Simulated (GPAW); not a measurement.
**BAs: relaxation of cell and atoms with revPBE+D4**

BAs:

```
CELL_PARAMETERS angstrom
0.00000 2.38850 2.38850
2.38850 0.00000 2.38850
2.38850 2.38850 0.00000
ATOMIC_POSITIONS crystal
As 0.75000 0.75000 0.75000
B 0.00000 0.00000 0.00000
```

| Property | Result |
| --- | --- |
| Program | GPAW 26.7.0 |
| Task | relaxation of cell and atoms |
| Functional | revPBE |
| Dispersion | D4 |
| Potentials or basis | the program's PAW data sets (release 1.2.1) made for this functional |
| Cutoff | 800 eV |
| Basis | pw |
| k mesh | 10 × 10 × 10 |
| Occupations | fermi-dirac, width 0.05 eV |
| Spin | no spin polarisation |
| Maxiter | 150 |
| Optimizer | LBFGS |
| Fmax | 0.01 eV/Å |
| Max steps | 100 |
| Convergence | density=1e-05 forces=0.0001 |

```
Relaxed volume                         : 13.26 Å³/atom
Relaxed cell                           : a = 3.348 Å, b = 3.348 Å, c = 3.348 Å, α = 60.00°, β = 60.00°, γ = 60.00°
Space group after relaxing (to 0.05 Å) : F-43m (No. 216)
Energy gained by relaxing              : 3.8 meV/atom
Ionic steps                            : 3
Pressure after relaxing                : 0.1 GPa
Band gap on the k mesh                 : 1.17 eV, indirect (least direct gap 3.33 eV)
Dispersion energy per atom             : -0.725 eV
```

The path:
| step | energy change (eV) | largest force (eV/Å) | pressure (GPa) | volume (Å³) |
| --- | --- | --- | --- | --- |
| 1 | 0.0000 | 0.0000 | -3.61 | 27.25 |
| 2 | -0.0034 | 0.0000 | -2.75 | 27.07 |
| 3 | -0.0076 | 0.0000 | 0.09 | 26.53 |

Final structure:
```
CELL_PARAMETERS angstrom
0.00000 2.36712 2.36712
2.36712 0.00000 2.36712
2.36712 2.36712 0.00000
ATOMIC_POSITIONS crystal
As 0.75000 0.75000 0.75000
B 0.00000 0.00000 0.00000
```

Levels at points of the mesh, in eV from the valence-band top:
```
           k point  band 1  band 2  band 3  band 4  band 5  band 6  band 7
(0.00, 0.00, 0.00)  -15.65    0.00    0.00    0.00    3.33    3.33    3.33
(0.50, 0.00, 0.00)  -12.68   -9.00   -1.87   -1.87    2.88    4.83    4.83
(0.50, 0.50, 0.00)  -11.30   -8.71   -4.19   -4.19    1.40    1.46   11.73
(0.50, 0.50, 0.50)  -12.68   -9.00   -1.87   -1.87    2.88    4.83    4.83
```

It took 44 s on 1 thread of Intel(R) Xeon(R) 6975P-C (Granite Rapids), on a shared host, peak memory 0.25 GiB.

Caveat: later steps reuse the first step's grids. Expect the measured gap to be larger: semilocal functionals such as revPBE lack the derivative discontinuity.
